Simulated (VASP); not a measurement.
# Ba: intraband terms of a metal's spectrum

Ba, P6/mmm (no. 191), 1 atom in the cell. PBE, independent-particle dielectric function; PAW potentials Ba_sv (PBE set).

## Input

INCAR.step1:
```
EDIFF = 1E-7 ; ENCUT = 230
ISMEAR = 1 ; KPAR = 4
LASPH = T ; LCHARG = T
LMAXMIX = 4 ; LWAVE = F
PREC = Accurate ; SIGMA = 0.1
```

INCAR.step2:
```
CSHIFT = 0.1 ; EDIFF = 1E-6
ENCUT = 230 ; ICHARG = 11
ISMEAR = 0 ; KPAR = 4
LASPH = T ; LCHARG = F
LMAXMIX = 4 ; LWAVE = T
NBANDS = 19 ; NEDOS = 3000
OMEGAMAX = 30 ; PREC = Accurate
SIGMA = 0.3
```

INCAR.step3, as INCAR.step2 but for:
```
- LWAVE = T
+ ALGO = None
+ ISTART = 1
+ LOPTICS = T
+ LWAVE = F
+ NELM = 1
```

INCAR.step4, as INCAR.step3 but for:
```
+ WPLASMAI = 0.03
```

INCAR.step5 to INCAR.step6 change the same tag again: WPLASMAI = 0.1, 0.3.

INCAR.step7, as INCAR.step6 but for:
```
- WPLASMAI = 0.3
+ RTIME = 40
```

INCAR.step8, as INCAR.step7 but for:
```
- RTIME = 40
+ RTIME = 20
```

INCAR.step9, as INCAR.step8 but for:
```
- RTIME = 20
+ LNABLA = T
```

INCAR.step10, as INCAR.step9 but for:
```
- ISMEAR = 0
- LNABLA = T
+ ISMEAR = -5
```

KPOINTS.step1:
```
k-points
0
Gamma
  7 7 7
```

KPOINTS.step2:
```
k-points
0
Gamma
  18 18 17
```

POSCAR:
```
Ba
1.0
    4.3116136979      0.0000000000      0.0000000000
   -2.1558068490      3.7339669937      0.0000000000
    0.0000000000      0.0000000000      3.9134133000
Ba
1
Direct
    0.0000000000      0.0000000000      0.0000000000
```

Commands (each step's output is kept before the next begins):
```
cat potpaw_PBE.64/Ba_sv/POTCAR > POTCAR
cp INCAR.step1 INCAR
cp KPOINTS.step1 KPOINTS
mpirun -np 4 vasp_std > vasp.out
cp INCAR.step2 INCAR
cp KPOINTS.step2 KPOINTS
mpirun -np 4 vasp_std > vasp.out
cp INCAR.step3 INCAR
mpirun -np 4 vasp_std > vasp.out
cp INCAR.step4 INCAR
mpirun -np 4 vasp_std > vasp.out
cp INCAR.step5 INCAR
mpirun -np 4 vasp_std > vasp.out
cp INCAR.step6 INCAR
mpirun -np 4 vasp_std > vasp.out
cp INCAR.step7 INCAR
mpirun -np 4 vasp_std > vasp.out
cp INCAR.step8 INCAR
mpirun -np 4 vasp_std > vasp.out
cp INCAR.step9 INCAR
mpirun -np 4 vasp_std > vasp.out
cp INCAR.step10 INCAR
mpirun -np 4 vasp_std > vasp.out
```

## Result

- Bands: 19

One ground state, settings moved in the last step alone:

| Settings | Plasma frequency (eV) | Im ε at 0.5 eV | Im ε at 1 eV | Im ε at 2 eV | Im ε at 4 eV | Time (s) |
|---|---|---|---|---|---|---|
| interband part alone | 2.84 | 28.1 | 21.6 | 8.9 | 2.4 | 11 |
| Drude term, WPLASMAI 0.03 | 2.84 | 30.1 | 21.8 | 8.9 | 2.4 | 11 |
| Drude term, WPLASMAI 0.1 | 2.84 | 34.4 | 22.4 | 9.0 | 2.4 | 11 |
| Drude term, WPLASMAI 0.3 | 2.84 | 42.4 | 23.8 | 9.2 | 2.4 | 12 |
| relaxation time RTIME 40 fs | 2.84 | 29.2 | 21.7 | 8.9 | 2.4 | 10 |
| relaxation time RTIME 20 fs | 2.84 | 30.3 | 21.9 | 8.9 | 2.4 | 10 |
| transversal form (LNABLA) | 2.82 | 27.8 | 21.3 | 8.8 | 2.4 | 12 |
| tetrahedron method | – | – | – | – | – | no result |

Limits: Spin-orbit coupling is left out, which can matter with atoms this heavy.

VASP 6.6.1 took 102 s on 4 cores (AMD EPYC 7R43 (Zen 3)), a shared host.
